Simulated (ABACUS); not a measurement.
Write the native input for ABACUS 3.10.1 that does the following.

| Quantity | Value |
| --- | --- |
| Task | single point |
| Functional | PBE |
| Potentials or basis | PseudoDojo NC SR 0.4.1 PBE standard |
| Cutoff | 857 eV |
| Density cutoff | 3429 eV |
| Basis | plane waves |
| k mesh | 8 × 8 × 8 |
| Occupations | fermi-dirac, width 0.05 eV |
| Spin | no spin polarisation |
| Radial cutoff of the potentials (pseudo_rcut) | 10 bohr |
| SCF threshold on the density | 1e-08 |
| Max SCF steps | 100 |
| Eigensolver | dav |
| Mixing | broyden |
| Mixing share | 0.7 |
| Symmetry key | 1 |
| Bands | 14 |

Crystal: PbS.

```
CELL_PARAMETERS angstrom
2.11266 1.21975 3.45192
-2.11266 1.21975 3.45192
0.00000 -2.43949 3.45192
ATOMIC_POSITIONS crystal
Pb 0.98892 0.97674 0.98424
S 0.49037 0.47636 0.46869
```

The cell is a database's computed one.

The cell isn't the ideal one: atoms moved at random, drawn with an rms of 0.05 Å.

One way to write it, as run:

INPUT

```
INPUT_PARAMETERS
suffix              PbS
calculation         scf
basis_type          pw
pseudo_dir          ./
symmetry            1
dft_functional      pbe
ecutwfc             63
pseudo_rcut         10
nspin               1
nbands              14
ks_solver           dav
smearing_method     fd
smearing_sigma      0.00367493
scf_thr             1e-08
scf_nmax            100
mixing_type         broyden
mixing_beta         0.7
cal_force           1
cal_stress          1
kpar                4
```

STRU

```
ATOMIC_SPECIES
Pb 207.2000 Pb.upf
S 32.0600 S.upf

LATTICE_CONSTANT
1.8897261246

LATTICE_VECTORS
2.1126617058 1.2197458045 3.4519162518
-2.1126617058 1.2197458045 3.4519162518
0.0000000000 -2.4394916091 3.4519162518

ATOMIC_POSITIONS
Direct

Pb
0.0
1
0.9889180000 0.9767410000 0.9842380000 1 1 1

S
0.0
1
0.4903730000 0.4763620000 0.4686870000 1 1 1
```

KPT

```
K_POINTS
0
Gamma
8 8 8 0 0 0
```

Potentials or basis: PseudoDojo NC SR 0.4.1 PBE standard, plane waves.

Run with:

```sh
$ OMP_NUM_THREADS=1 mpirun -np 4 abacus > log
```

Results of the run:

The pressure is 0.9 GPa and the largest force is 0.026 eV/Å. The band gap on the k mesh is 0.46 eV, direct.

Caveat: spin-orbit coupling is left out, which as a rule narrows the gap of such compounds by several tenths of an eV.

Run time: 45 s on 4 MPI ranks on AMD EPYC 7R13 Processor (Zen 3) (shared host), peak memory 0.52 GiB a rank.
